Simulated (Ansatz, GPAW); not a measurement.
AgCl: PBE in single-zeta orbitals, run from Python

These are simulated results from GPAW 26.7.0, not measurements. The cell was built from a prototype and was relaxed with r2SCAN in plane waves (Ansatz 0.2.0). Not every such cell is a known phase. All runs are without spin polarisation.

It is hexagonal, P6_3/mmc (No. 194); a = 4.518 Å, c = 5.723 Å in the conventional setting, 25.30 Å³ an atom. Ag has 5 Cl at 2.61–2.86 Å; Cl has 5 Ag at 2.61–2.86 Å.

The basis is minimal: single zeta, one radial function for each shell that the log's basis lists. It describes the filled bands fairly and the empty ones poorly.

The script, run.py:

```python
import json
from ase import Atoms
from gpaw import GPAW, PW, FermiDirac

atoms = Atoms(['Ag', 'Ag', 'Cl', 'Cl'],
              cell=[[4.51839839, 0.0, 0.0], [-2.25919919, 3.91304779, 0.0], [0.0, 0.0, 5.72302636]],
              scaled_positions=[[0.333333333, 0.666666667, 0.25], [0.666666667, 0.333333333, 0.75], [0.666666667, 0.333333333, 0.25], [0.333333333, 0.666666667, 0.75]],
              pbc=True)
calc = GPAW(mode='lcao', basis='sz(dzp)', h=0.2, xc='PBE', kpts={'size': (6, 6, 4), 'gamma': True},
            occupations=FermiDirac(0.02), maxiter=100, legacy_gpaw=True, txt='gpaw.txt')
atoms.calc = calc
res = {'energy': atoms.get_potential_energy(force_consistent=True)}
res['electrons'] = calc.get_number_of_electrons()
res['k'] = calc.get_ibz_k_points().tolist()
res['levels'] = [calc.get_eigenvalues(kpt=i).tolist() for i in range(len(res['k']))]
points = [[0.0, 0.0, 0.0], [0.5, 0.0, 0.0], [0.333333, 0.333333, 0.0], [0.0, 0.0, 0.5], [0.5, 0.0, 0.5], [0.333333, 0.333333, 0.5]]
bands = calc.fixed_density(kpts=points, symmetry='off', txt='bands.txt')
res['points'] = [bands.get_eigenvalues(kpt=i).tolist() for i in range(len(points))]
json.dump(res, open('results.json', 'w'))
print('free energy (eV):', round(res['energy'], 5))
```

Command: `python run.py`. It took 61 s on 1 thread of Arm Neoverse V2 (shared host), peak memory 0.21 GiB.

The log gpaw.txt, trimmed of paths, versions and times, then the last line on the terminal. An iter line gives the energy in eV and the logarithms of the changes of orbitals (plane waves alone) and density (c: converged):

```
___ ___ ___ _ _ _
 |   |   |_  | | | |

 | | | | | . | | | |

 |__ |  _|___|_____|  26.7.0
 |___|_|

Input parameters:
  basis: sz(dzp)
  h: 0.2
  kpts: {gamma: True,
         size: (6, 6, 4)}
  maxiter: 100
  mode: lcao
  occupations: {fixmagmom: False,
                name: fermi-dirac,
                width: 0.02}
  xc: PBE

System changes: positions, numbers, cell, pbc, initial_charges, initial_magmoms

Initialize ...

species:
  Ag:
    name:    Silver
    Z:       47.0
    valence: 17
    core:    30
    charge:  0.0  # [|e|]
    compensation charges:
      type: gauss
      rc: 0.40  # [Å]
      lmax: 2
    cutoffs:
      filter: 2.35  # [Å]
      core: 2.19  # [Å]
    projectors
    | kind |    occ | energy [eV] | rcut [Å] |

    |------|--------|-------------|----------|

    |   5s |  1.000 |      -4.401 |    1.286 |

    |   4p |  6.000 |     -58.577 |    1.328 |

    |   5p |  0.000 |      -0.738 |    1.328 |

    |   4d | 10.000 |      -7.446 |    1.180 |

    |    s |        |      22.811 |    1.286 |

    |    d |        |      19.766 |    1.180 |

    LCAO basis set for Ag:
      Name: sz(dzp)
      Number of radial functions: 4
      Number of spherical harmonics: 12
        l=0, rc=9.2812 Bohr: 5s-sz confined orbital
        l=1, rc=3.3750 Bohr: 4p-sz confined orbital
        l=1, rc=14.2344 Bohr: 5p-sz confined orbital
        l=2, rc=5.4531 Bohr: 4d-sz confined orbital
      Number of RI-basis functions 0

  Cl:
    name:    Chlorine
    Z:       17.0
    valence: 7
    core:    10
    charge:  0.0  # [|e|]
    compensation charges:
      type: gauss
      rc: 0.25  # [Å]
      lmax: 2
    cutoffs:
      filter: 1.40  # [Å]
      core: 1.49  # [Å]
    projectors
    | kind |    occ | energy [eV] | rcut [Å] |

    |------|--------|-------------|----------|

    |   3s |  2.000 |     -20.689 |    0.794 |

    |   3p |  5.000 |      -8.594 |    0.794 |

    |    s |        |       6.523 |    0.794 |

    |    p |        |      18.617 |    0.794 |

    |    d |        |       0.000 |    0.794 |

    LCAO basis set for Cl:
      Name: sz(dzp)
      Number of radial functions: 2
      Number of spherical harmonics: 4
        l=0, rc=5.1719 Bohr: 3s-sz confined orbital
        l=1, rc=6.2656 Bohr: 3p-sz confined orbital
      Number of RI-basis functions 0

Reference energy: -314305.551499  # eV

Spin-paired calculation

Convergence criteria:
 Maximum [total energy] change in last 3 cyles: 0.0005 eV / valence electron
 Maximum integral of absolute [dens]ity change: 0.0001 electrons / valence electron
 Maximum integral of absolute [eigenst]ate change: 4e-08 eV^2 / valence electron
 Maximum number of scf [iter]ations: 100
 (Square brackets indicate name in SCF output, whereas a 'c' in
 the SCF output indicates the quantity has converged.)

Symmetries present (total): 2

  ( 1  0  0)  (-1  0  0)
  ( 0  1  0)  ( 0 -1  0)
  ( 0  0  1)  ( 0  0 -1)

144 k-points: 6 x 6 x 4 Monkhorst-Pack grid + [1/12,1/12,1/8]
76 k-points in the irreducible part of the Brillouin zone
       k-points in crystal coordinates                weights
   0:     0.00000000    0.00000000    0.00000000          1/144
   1:     0.00000000    0.00000000    0.25000000          2/144
   2:     0.00000000    0.00000000    0.50000000          1/144
   3:     0.00000000    0.16666667   -0.25000000          2/144
   4:     0.00000000    0.16666667    0.00000000          2/144
   5:     0.00000000    0.16666667    0.25000000          2/144
   6:     0.00000000    0.16666667    0.50000000          2/144
   7:     0.00000000    0.33333333   -0.25000000          2/144
   8:     0.00000000    0.33333333    0.00000000          2/144
   9:     0.00000000    0.33333333    0.25000000          2/144
          ...
  75:     0.50000000    0.50000000    0.50000000          1/144

Wave functions: LCAO
  Diagonalizer: Serial LAPACK
  Atomic Correction: dense with blas
  Data-type: complex

Occupation numbers: Fermi-Dirac:
  width: 0.0200  # eV

Eigensolver
   LCAO using direct dense diagonalizer

Densities:
  Coarse grid: 20*20*28 grid
  Fine grid: 40*40*56 grid
  Total Charge: 0.000000

Density mixing:
  Method: separate
  Backend: msr1
  Linear mixing parameter: 0.05
  old densities: 10
  Width of damping distribution: 1.1
  Damping of long wavelength oscillations: 20

Hamiltonian:
  XC and Coulomb potentials evaluated on a 40*40*56 grid
  Using the PBE Exchange-Correlation functional
  Interpolation: tri-quintic (5. degree polynomial)
  Poisson solver: FastPoissonSolver using
    Stencil: 8*3+1=25 point O(h^6) finite-difference Laplacian
    FFT axes: [np.int64(0), np.int64(1), np.int64(2)]
    FST axes: []

XC parameters: PBE with 2 nearest neighbor stencil

Memory estimate:
  Process memory now: 120.21 MiB
  Calculator: 33.46 MiB
    Density: 15.62 MiB
      Arrays: 2.22 MiB
      Localized functions: 11.68 MiB
      Mixer: 1.71 MiB
    Hamiltonian: 2.34 MiB
      Arrays: 1.45 MiB
      XC: 0.00 MiB
      Poisson: 0.00 MiB
      vbar: 0.89 MiB
    Wavefunctions: 15.50 MiB
      C [qnM]: 1.19 MiB
      S, T [2 x qmm]: 2.38 MiB
      P [aqMi]: 0.14 MiB
      BasisFunctions: 11.80 MiB
      Eigensolver: 0.00 MiB

Total number of cores used: 1

Number of atoms: 4
Number of atomic orbitals: 32
Number of bands in calculation: 32
Number of valence electrons: 48
Bands to converge: occupied
Positions:
   0 Ag     0.000000    2.608699    1.430757    ( 0.0000,  0.0000,  0.0000)
   1 Ag     2.259199    1.304349    4.292270    ( 0.0000,  0.0000,  0.0000)
   2 Cl     2.259199    1.304349    1.430757    ( 0.0000,  0.0000,  0.0000)
   3 Cl     0.000000    2.608699    4.292270    ( 0.0000,  0.0000,  0.0000)

Unit cell:
           periodic     x           y           z      points  spacing
  1. axis:    yes    4.518398    0.000000    0.000000    20     0.1957
  2. axis:    yes   -2.259199    3.913048    0.000000    20     0.1957
  3. axis:    yes    0.000000    0.000000    5.723026    28     0.2044

  Lengths:   4.518398   4.518398   5.723026
  Angles:   90.000000  90.000000 120.000000

Effective grid spacing dv^(1/3) = 0.2083

iter:   1    -8.536832        c
iter:   2    -8.521647        c -1.75
iter:   3    -8.453672        c -1.77
iter:   4    -8.452751        c -2.40
iter:   5    -8.452539c       c -2.84
iter:   6    -8.452535c       c -4.10c

Converged after 6 iterations.

Energy contributions relative to reference atoms: (reference = -314305.551499)

Kinetic:        +57.770655
Potential:      -50.296997
External:        +0.000000
XC:             -16.219997
Entropy (-ST):   -0.000000
Local:           +0.293804
SIC:             +0.000000
--------------------------
Free energy:     -8.452535
Extrapolated:    -8.452535

Showing only first 2 kpts
 Kpt  Band  Eigenvalues  Occupancy
  0    22      2.75850    2.00000
  0    23      2.75855    2.00000
  0    24      3.82504    0.00000
  0    25      6.09145    0.00000

  1    22      2.74600    2.00000
  1    23      2.74605    2.00000
  1    24      4.57812    0.00000
  1    25      6.30698    0.00000

Fermi level: 3.29967

Gap: 1.043 eV
Transition (v -> c):
  (s=0, k=57, n=23, [0.33, 0.33, 0.50]) -> (s=0, k=0, n=24, [0.00, 0.00, 0.00])
Direct/indirect transitions are different
Direct gap: 1.066 eV
Transition at: (s=0, k=0, n=23, [0.00, 0.00, 0.00])

free energy (eV): -8.45254
```

The gap in the log is over the mesh alone; results.json adds the listed points. PBE in single-zeta orbitals gives a gap of 1.04 eV. On the same cell, plane-wave PBE (Ansatz, 6×6×4 k points and the special points) gives a gap of 1.37 eV and r2SCAN a gap of 1.82 eV; on shared hosts these took about 3.7 and 9.8 core-seconds on the 4-atom cell, against 61 for the script. Semilocal gaps usually lie below measured ones.

The runs are scalar-relativistic, without spin-orbit coupling.
